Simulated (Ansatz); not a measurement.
# Te₂Mo (P-6m2), comparing deformations

Computed with Ansatz, DFT LDA, scalar-relativistic, plane waves, PAW. The runs took a 420 eV cutoff, a Γ-centred 12×12×2 mesh and Gaussian smearing (0.05 eV). No spin polarisation. Energies are free energies at this smearing, counted from the undisturbed cell; pressure is positive in compression.

The starting cell (relaxed at this level; this form isn't the usual structure):

```
Te Mo
1.0
     3.46655    0.00000    0.00000
    -1.73327    3.00212    0.00000
     0.00000    0.00000   17.51981
Te Mo
2 1
Direct
  0.33333 0.66667 0.89753
  0.33333 0.66667 0.10247
  0.00000 0.00000 0.00000
```

The cell holds layers and no dispersion correction was added, so their binding is poorly described.

The cell is strained by ε times a Voigt pattern (xx, yy, zz, yz, xz, xy; engineering shear) with fractional coordinates fixed. τ = (1/V0) dE/dε comes from the stress tensor. Of each scan, only the three points used here are listed.

```
           pattern        ε  τ (GPa)
(1, 1, 0, 0, 0, 0)  -0.0300    -6.09
(1, 1, 0, 0, 0, 0)   0.0000     0.00
(1, 1, 0, 0, 0, 0)   0.0150     2.54
(1, 0, 0, 0, 0, 0)  -0.0100    -0.73
(1, 0, 0, 0, 0, 0)   0.0000     0.00
(1, 0, 0, 0, 0, 0)   0.0050     0.34
```

**Question.** Which constants do the scans give, and which deformation costs least for the same size of strain tensor?

**Answer.** The slope dτ/dε at zero (parabola through three points) is pᵀCp: (1, 1, 0, 0, 0, 0) gives C11 + C22 + 2 C12 = 181 GPa; (1, 0, 0, 0, 0, 0) gives C11 = 70 GPa. The size of the strain tensor, ε:ε, is ε² times 2.0, 1.0. Per unit of it the stiffnesses are 90, 70 GPa, so (1, 0, 0, 0, 0, 0) is the softest of these: at ε:ε = (1 %)² the quadratic term costs 1.32 meV/atom against 1.71 for the stiffest. These are clamped-ion values.

Forces appear on the atoms along this scan, and letting them relax would lower the energy and soften the response.

Cost: 14 runs of about 13 core-minutes in all, on AMD EPYC (Zen 3) (shared hosts).